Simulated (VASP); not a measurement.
The system is BaS.

```
Ba S
1.0
     3.83376    0.00000    0.00000
     0.00000    3.83376    0.00000
     0.00000    0.00000    3.85063
Ba S
1 1
Direct
  0.00000 0.00000 0.00000
  0.50000 0.50000 0.50000
```

The cell was built by a generator and needn't be a form met in nature.

The cell isn't the ideal one: uniaxial_z strain +0.4%.

Program: VASP 6.6.1. Alike in all runs: task single point; potentials or basis VASP PAW PBE potentials, release 64 (Ba_sv, S); no spin polarisation; cell uniaxial_z strain +0.4%; cutoff (eV) 520.

Question: Order these runs on this cell by their band gap on the k mesh, lowest first.
A. level r2SCAN; k mesh 6 × 6 × 6; smearing gaussian 0.01 eV
B. level HSE06; k mesh 4 × 4 × 4; smearing gaussian 0.01 eV; exchange at q = 0 truncated; grid for exact exchange (PRECFOCK) Normal; screening parameter 0.2079 1/A
C. level PBE; k mesh 6 × 6 × 6; smearing fermi-dirac 0.02 eV

Answer: C (1.43 eV), A (1.80 eV), B (2.33 eV).

Caveats: spin-orbit coupling is left out, which moves the levels of the heavy elements.

A k mesh can miss the band edges.
